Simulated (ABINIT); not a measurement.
Here is an ABINIT 10.8.3 (patched build) calculation.

run.abi

```
# Datasets: one volume each
ndtset 7
getwfk -1
scalecart1 3*0.9795861087
scalecart2 3*0.9864848297
scalecart3 3*0.9932883884
scalecart4 3*1.0000000000
scalecart5 3*1.0066227096
scalecart6 3*1.0131594038
scalecart7 3*1.0196128224

# Pseudopotentials
pp_dirpath "./"
pseudos "Zr.GGA_PBE-JTH.xml"

# Structure
acell 3*1.0 Angstrom
rprim
     3.2320000000     0.0000000000     0.0000000000
    -1.6160000000     2.7989941050     0.0000000000
     0.0000000000     0.0000000000     5.1470000000
ntypat 1
znucl 40
natom 2
typat 1 1
xred
     0.6666666667     0.3333333333     0.7500000000
     0.3333333333     0.6666666667     0.2500000000

# Plane-wave basis
ecut 17.0
pawecutdg 34.0

# k points
kptopt 1
ngkpt 9 9 5
nshiftk 1
shiftk 0.0 0.0 0.0

# Exchange and correlation
ixc 11

# Bands and occupations
nband 16
occopt 3
tsmear 0.00183747

# SCF cycle
nstep 100
tolvrs 1.0e-9

# Output
iomode 3
prtwf 1
prtden 0
prteig 0
prtebands 0
enunit 2
```

Potentials or basis: JTH PAW PBE v2.0.

Command:

```sh
$ abinit run.abi > log 2>&1
```

(1) What does it give for the equilibrium volume?

(2) What does it give for the pressure derivative of the bulk modulus?

Results:

(1) 23.40 Å³/atom.

(2) 3.3.

Caveat: pressures at fixed basis lie under the slope of the energies; the cell was scaled at fixed shape and fractional positions, which overstates the stiffness of a crystal with free parameters, most of all of layers and chains.
